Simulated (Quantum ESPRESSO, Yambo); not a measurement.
# ZnSe (Stilleite): Bethe-Salpeter spectra with Yambo, part 3 of 4

Wanted: excitons and ε₂ of ZnSe (Stilleite), with cost.

Quantum ESPRESSO 7.5 and Yambo 5.3.0; PBE and many-body steps on it, plane waves. Known limits of the many-body steps: not at the basis limit; no spin-orbit coupling in some runs; coarse k mesh; bindings not settled in the k mesh.

So far. Step 7 (Excitons): The lowest state lies at 1.724 eV, 0.194 eV under the direct gap. Step 8 (Empty states on the mesh, 6×6×6 mesh, 64 bands): On this mesh the gap is 1.167 eV.

### Step 10. k mesh (6×6×6)

This step: Bethe-Salpeter equation on PBE with a scissors shift with spin-orbit coupling, plane waves, norm-conserving pseudopotentials.

Input file bse5.in:

```
optics
bss
bse
em1s
dipoles
rim_cut
RandQpts= 1000000
RandGvec= 1 RL
Chimod= "HARTREE"
BSKmod= "SEX"
BSEmod= "resonant"
BSSmod= "d"
BSENGexx= 20 Ry
BSENGBlk= 4 Ry
% BSEQptR
 1 | 1 |
%
% BSEBands
 41 | 46 |
%
% BEnRange
 0 | 4 | eV
%
% BDmRange
 0.1 | 0.1 | eV
%
BEnSteps= 81
% BLongDir
 1 | 0 | 0 |
%
% BndsRnXs
 27 | 64 |
%
NGsBlkXs= 4 Ry
% LongDrXs
 1 | 1 | 1 |
%
% KfnQP_E
 0.751 | 1.0 | 1.0 |
%
WRbsWF
FFTGvecs= 47 Ry
```

Command:

```
> OMP_NUM_THREADS=2 mpirun -n 4 yambo -F bse5.in -J bse5 -C bse5 > bse5.log
```

Log:

```text
 Yambo, version 5.3.0

 [02] CORE Variables Setup
 =========================

  [... cell, symmetries and grids as in the set-up ...]

  [02.05] Energies & Occupations
  ==============================

  [X] === General ===
  [X] Electronic Temperature                        :  0.000000  0.000000 [eV K]
  [X] Bosonic    Temperature                        :  0.000000  0.000000 [eV K]
  [X] Finite Temperature mode                       : no
  [X] El. density                                   :  0.96675E+24 [cm-3]
  [X] Fermi Level                                   :  8.910218 [eV]

  [X] === Gaps and Widths ===
  [X] Conduction Band Min                           :  1.166895 [eV]
  [X] Valence Band Max                              :  0.000000 [eV]
  [X] Filled Bands                                  :   44
  [X] Empty Bands                                   :   45   64
  [X] Direct Gap                                    :  1.166895 [eV]
  [X] Direct Gap localized at k                     :  1
  [X] Indirect Gap                                  :  1.166895 [eV]
  [X] Indirect Gap between kpts                     :  1  1
  [X] Last valence band width                       :  2.636154 [eV]
  [X] 1st conduction band width                     :  3.438107 [eV]

 [03] Transferred momenta grid and indexing
 ==========================================

 [BZ sampling] Q-grid is User defined and/or read from the database

 IBZ Q-points                                      :  16
 BZ  Q-points                                      :  216

 K/Q-points units:
 rlu = crystal or reduced units; cc = cartesian coordinates; iku = interal k-units

 Q [ 1]         [rlu]:  0.000000  0.000000  0.000000
 Q [ 2]         [rlu]:  0.34523E-17  0.34523E-17  0.16667
[...]
Global Gauge                                     : length
  X matrix size                                    :   59
  X band range                                     :   27   64
  X e/h energy range                               : -1.000000 -1.000000 [eV]
  X Time ordering                                  : T
  X Hxc Kernel                                     : HARTREE
  X Drude frequency                                :  0.000000  0.000000
  X poles                                          :  100.0000 [o/o]
  RL vectors in the sum                            :  1759
  [r,Vnl] included                                 : yes
  Field direction                                  :  0.577350E-5  0.577350E-5  0.577350E-5
  BZ energy Double Grid                            : no
  BZ energy DbGd points                            : 0
  BZ Q point size factor                           : -1.000000
  X Optical Averaged directions                    : none

 [08] Bethe Salpeter Equation driver
 ===================================

  [08.01] Bethe Salpeter Equation @q1
  ===================================

   [08.01.01] Transition pre-analysis @q1
   ======================================

   [08.01.02] Transition Groups build-up @q1
   =========================================

   [BSK] Transition groups (total):   32
   [BSK] Size (resonant):  1728
   [BSK]         (total):  1728
   [BSK] N. of matrices :  1

   [08.01.03] Loading Dipoles @q1
   ==============================

   [08.01.04] Independent Particles properties @q1
   ===============================================

   ==========================================================

   [BSE] Exchange components :   531
   [BSE] Correlation components :   59  259

    [08.01.05.01] Screened interaction header I/O
    =============================================

    [08.01.05.02] Main kernel loop
    ==============================

    [08.01.05.03] Wave-Function Phases
    ==================================

    [BSE] WF phases found       :  34.54861 [o/o]

   [08.01.06] BSE solver(s) @q1
   ============================

   [08.01.07] Diago Solver @q1
   ===========================

 [11] Game Over & Game summary
```

It took 52 s on 4 MPI ranks of Arm Neoverse V2, shared host; peak memory 1.4 GiB; 5.1 min of CPU time.

Numbers from this step:

```yaml
transitions_in_the_window: 1728
direct_gap_of_the_transition_levels: 1.918 eV
lowest_state: 1.720 eV
first_strong_exciton_over_a_fiftieth_of_the_strongest_listed: 1.724 eV
binding_of_the_lowest_state_below_the_direct_gap: 0.1977 eV
coulomb_term_of_one_mesh_cell: 0.2225 eV
```

The binding is 0.89 times the screened Coulomb term of one mesh cell (0.22 eV), so it is not shown settled.

The lowest state lies at 1.720 eV, 0.198 eV under the direct gap.

Field along x; broadening 0.1 eV; transition window only. Limits: finite bands, cutoff and mesh; exciton not shown settled in the k mesh. Table of ε₂ by photon energy; read off at these points:

```
photon energy (eV)     BSE  no electron-hole interaction
              0.00  0.0877                        0.0638
              0.15  0.0991                        0.0708
              0.30   0.113                        0.0794
              0.40   0.125                        0.0862
              0.55   0.147                        0.0988
              0.70   0.178                         0.115
              0.85   0.224                         0.138
              0.95   0.268                         0.158
              1.10   0.371                         0.201
              1.25   0.574                         0.273
              1.40    1.07                         0.406
              1.50    1.94                         0.576
              1.65    7.15                          1.20
              1.70    10.4                          1.66
              1.80    7.08                          3.87
              1.95    2.00                          8.26
              2.05    1.18                          3.41
              2.20   0.765                          1.17
              2.35   0.660                         0.654
              2.50   0.697                         0.499
              2.60   0.793                         0.469
              2.75    1.11                         0.493
              2.90    1.92                         0.600
              3.05    4.92                         0.860
              3.15    11.4                          1.25
              3.20    13.3                          1.59
              3.30    9.82                          3.07
              3.40    11.8                          6.92
              3.45    11.0                          7.95
              3.60    7.02                          6.05
              3.70    10.9                          7.18
              3.75    12.8                          5.70
              3.85    9.76                          4.71
              3.95    11.8                          7.80
              4.00    11.1                          9.83
```

The window of bands is narrower than in the first exciton run, so this row is not like for like with it.

### Step 11. Empty states on the mesh, 8×8×8 mesh, 64 bands

This step: Quantum ESPRESSO 7.5; DFT, PBE with spin-orbit coupling, plane waves, norm-conserving pseudopotentials.

Input file pw.in:

```
&control
  calculation = 'nscf'
  prefix = 'x'
  outdir = 'o'
  pseudo_dir = 'pseudo'
/
&system
  ibrav = 0
  nat = 2
  ntyp = 2
  ecutwfc = 104.0
  nbnd = 64
  force_symmorphic = .true.
  noncolin = .true.
  lspinorb = .true.
/
&electrons
  conv_thr = 1e-9
  electron_maxstep = 80
  diago_full_acc = .true.
  diago_thr_init = 5e-6
/
ATOMIC_SPECIES
  Zn 65.38 Zn.upf
  Se 78.971 Se.upf
CELL_PARAMETERS angstrom
  -0.0000000000 2.8338000000 2.8338000000
  2.8338000000 -0.0000000000 2.8338000000
  2.8338000000 2.8338000000 0.0000000000
ATOMIC_POSITIONS crystal
  Zn 0.0000000000 0.0000000000 0.0000000000
  Se 0.2500000000 0.2500000000 0.2500000000
K_POINTS automatic
  8 8 8 0 0 0
```

Command:

```
> OMP_NUM_THREADS=1 mpirun -n 8 pw.x -nk 4 -in pw.in > pw.out
```

Log:

```text
[banner, memory and clock lines left out]
Program PWSCF v.7.5 starts

     Atomic positions and unit cell read from directory:
     o/x.save/

     Message from routine setup:
     using ibrav=0 with symmetry is DISCOURAGED, use correct ibrav instead

     bravais-lattice index     =            0
     lattice parameter (alat)  =       7.5733  a.u.
     unit-cell volume          =     307.1384 (a.u.)^3
     number of atoms/cell      =            2
     number of atomic types    =            2
     number of electrons       =        44.00
[...]
k = 0.1768 0.1768-0.1768 (  5492 PWs)   bands (ev):

  -198.3538-198.3538-141.8272-141.8272-135.9557-135.9557-135.9557-135.9557
  -116.4246-116.4246 -72.6620 -72.6620 -69.5972 -69.5972 -69.5972 -69.5972
[...]
15.2738  15.2761  15.3569  15.3569  19.2340  19.2340  19.2455  19.2551
    19.5093  19.5093  22.7719  22.7719  25.8386  25.8386  25.8606  25.8641

          k = 0.2652 0.2652-0.2652 (  5516 PWs)   bands (ev):

     [... further k-points ...]

     highest occupied, lowest unoccupied level (ev):     8.9102   10.0771

     XML data file, pseudopotentials, collected wavefunctions
```

Wall time 18 s (8 MPI ranks); peak memory 0.67 GiB; 2.2 min of CPU time.

This step gave:

```yaml
gap: 1.167 eV
k_of_the_valence_top: 0, 0, 0
k_of_the_conduction_bottom: 0, 0, 0
least_direct_gap: 1.167 eV
k_points_computed: 29
lowest_point_of_the_top_converged_band_above_the_valence_top: 12.95 eV
```

On this mesh the gap is 1.167 eV.

### Step 12. Conversion and set-up

This step: Yambo 5.3.0; conversion and set-up on PBE with spin-orbit coupling, plane waves, norm-conserving pseudopotentials.

Command:

```
> (cd o/x.save; p2y > p2y.log; mv SAVE ../..); yambo > setup.log
```

Log:

```text
 Yambo, version 5.3.0

 [02] CORE Variables Setup
 =========================

  [02.01] Unit cells
  ==================

  Cell kind             :  FCC
  Atoms in the cell     :  Zn  Se
  number of Zn atoms    :  1
  number of Se atoms    :  1

  List of atomic masses
  Mass of Zn    :  65.38000
  Mass of Se    :  78.97100

  List of atomic coordinates    : [cc]
  Zn1       :  0.000000  0.000000  0.000000  order 1
  Se1       :  2.677553  2.677553  2.677553  order 2

  Alat factors          :  5.355106  5.355106  5.355106 [a.u.]
  Direct lattice volume :  307.1384 [a.u.]
[...]
Q [ 1]         [rlu]:  0.000000  0.000000  0.000000
 Q [ 2]         [rlu]:  0.16821E-17  0.16821E-17  0.12500
 Q [ 3]         [rlu]:  0.33641E-17  0.33641E-17  0.25000
[...]
Q [ 8]         [rlu]: -0.10514E-16  0.12500      0.37500
 Q [ 9]         [rlu]: -0.14510E-16  0.12500      0.50000
 Q [10]         [rlu]: -0.67283E-17  0.12500     -0.37500
     [... 17 further rows ...]
 Q [28]         [rlu]:  0.125000 -0.500000 -0.375000
 Q [29]         [rlu]:  0.250000 -0.500000 -0.250000

  [03.01] X indexes
  =================

   [03.01.01] Sigma indexes
   ========================

 [06] Game Over & Game summary
```

Elapsed: 4.9 s, on 1 MPI rank; peak memory 0.26 GiB.

### Step 13. k mesh (8×8×8)

This step: Bethe-Salpeter equation on PBE with a scissors shift with spin-orbit coupling, plane waves, norm-conserving pseudopotentials.

bse7.in is the same as bse5.in of step 10.

Command:

```
> OMP_NUM_THREADS=2 mpirun -n 4 yambo -F bse7.in -J bse7 -C bse7 > bse7.log
```

Log:

```text
 Yambo, version 5.3.0

 [02] CORE Variables Setup
 =========================

  [... cell, symmetries and grids as in the set-up ...]

  [02.05] Energies & Occupations
  ==============================

  [X] === General ===
  [X] Electronic Temperature                        :  0.000000  0.000000 [eV K]
  [X] Bosonic    Temperature                        :  0.000000  0.000000 [eV K]
  [X] Finite Temperature mode                       : no
  [X] El. density                                   :  0.96675E+24 [cm-3]
  [X] Fermi Level                                   :  8.910218 [eV]

  [X] === Gaps and Widths ===
  [X] Conduction Band Min                           :  1.166895 [eV]
  [X] Valence Band Max                              :  0.000000 [eV]
  [X] Filled Bands                                  :   44
  [X] Empty Bands                                   :   45   64
  [X] Direct Gap                                    :  1.166895 [eV]
  [X] Direct Gap localized at k                     :  1
  [X] Indirect Gap                                  :  1.166895 [eV]
  [X] Indirect Gap between kpts                     :  1  1
  [X] Last valence band width                       :  2.753962 [eV]
  [X] 1st conduction band width                     :  4.094379 [eV]

 [03] Transferred momenta grid and indexing
 ==========================================

 [BZ sampling] Q-grid is User defined and/or read from the database

 IBZ Q-points                                      :  29
 BZ  Q-points                                      :   512

 K/Q-points units:
 rlu = crystal or reduced units; cc = cartesian coordinates; iku = interal k-units

 Q [ 1]         [rlu]:  0.000000  0.000000  0.000000
 Q [ 2]         [rlu]:  0.16821E-17  0.16821E-17  0.12500
[...]
X matrix size                                    :   59
  X band range                                     :   27   64
  X e/h energy range                               : -1.000000 -1.000000 [eV]
  X Time ordering                                  : T
  X Hxc Kernel                                     : HARTREE
  X Drude frequency                                :  0.000000  0.000000
  X poles                                          :  100.0000 [o/o]
  RL vectors in the sum                            :  1759
  [r,Vnl] included                                 : yes
  Field direction                                  :  0.577350E-5  0.577350E-5  0.577350E-5
  BZ energy Double Grid                            : no
  BZ energy DbGd points                            : 0
  BZ Q point size factor                           : -1.000000
  X Optical Averaged directions                    : none

 [08] Bethe Salpeter Equation driver
 ===================================

  [08.01] Bethe Salpeter Equation @q1
  ===================================

   [08.01.01] Transition pre-analysis @q1
   ======================================

   [08.01.02] Transition Groups build-up @q1
   =========================================

   [BSK] Transition groups (total):   58
   [BSK] Size (resonant):   4096
   [BSK]         (total):   4096
   [BSK] N. of matrices :  1

   [08.01.03] Loading Dipoles @q1
   ==============================

   [08.01.04] Independent Particles properties @q1
   ===============================================

   ==========================================================

   [BSE] Exchange components :   531
   [BSE] Correlation components :    59   331

    [08.01.05.01] Screened interaction header I/O
    =============================================

    [08.01.05.02] Main kernel loop
    ==============================

    [08.01.05.03] Wave-Function Phases
    ==================================

    [BSE] WF phases found       :  43.84579 [o/o]

   [08.01.06] BSE solver(s) @q1
   ============================

   [08.01.07] Diago Solver @q1
   ===========================

 [11] Game Over & Game summary
```

Elapsed: 6.4 min, on 4 MPI ranks; peak memory 2.4 GiB.

This step gave:

| Item | Value |
| --- | --- |
| transitions in the window | 4096 |
| direct gap of the transition levels | 1.918 eV |
| lowest state | 1.746 eV |
| first strong exciton (over a fiftieth of the strongest listed) | 1.748 eV |
| binding of the lowest state below the direct gap | 0.1717 eV |
| Coulomb term of one mesh cell | 0.1943 eV |

The binding is 0.88 times the screened Coulomb term of one mesh cell (0.19 eV), so it is not shown settled.

The lowest state lies at 1.746 eV, 0.172 eV under the direct gap.

The window of bands is narrower than in the first exciton run, so this row is not like for like with it.

(Continued in part 4 of 4.)

[Paths, hosts, dates, memory and timing lines, banners, echoed tables and standing remarks are left out of the program output.]

[Logs are printed without paths, hosts, clocks, repeated set-up lines and the standing remarks that a program may print on its own settings, such as how far it seeks lower states.]

[Runs of the session that timed out or met a known fault of the program may be left out.]

[Hosts, paths, dates, database ids (printed as entryN), source tags and the programs' standing remarks are cut or masked in the printed files.]
